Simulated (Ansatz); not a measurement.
Runs of Ansatz 0.2.0 on Si2Ni. It takes space group Fm-3m (No. 225, cubic). Conventional cell: a = 5.406 Å, b = 5.406 Å, c = 5.406 Å, α = 90.00°, β = 90.00°, γ = 90.00°. Ni (site symmetry m-3m) is surrounded by 8 Si at 2.34 Å. Si (site symmetry -43m) is surrounded by 4 Ni at 2.34 Å. 

| U | gap on the mesh (eV) | pressure (GPa) | moment (μB) | relaxed volume (Å³/atom) |
| --- | --- | --- | --- | --- |
| Ni d U = 3 eV | none | 0.0 | 0.00 | 13.48 |
| Ni d U = 1 eV | none | 0.0 | 0.00 | (a) |
| Ni d U = 8 eV | none | 0.0 | 0.00 | 13.47 |
| Ni d U = 5 eV | none | 0.0 | 0.00 | 13.47 |
| Ni d U = 6 eV | none | 0.0 | 0.00 | 13.47 |

Alike in all rows: task relaxation of cell and atoms; level PBE+U; potentials or basis Ansatz PAW; spin collinear, ferromagnetic start; cell relaxed; k mesh 9 × 9 × 9; cutoff (eV) 420; smearing fermi-dirac 0.05 eV.

Task: Estimate the missing entries.

Result: (a) 13.49.

Caveats: the magnetic or orbital state may not be the lowest; the plane-wave basis is chosen anew once the cell has moved, so the energies of steps on either side of that aren't comparable; the U is typed as a test and isn't derived for this compound; the starting moments weren't kept.

A gap of «none» marks a metal or a gap under the smearing width.
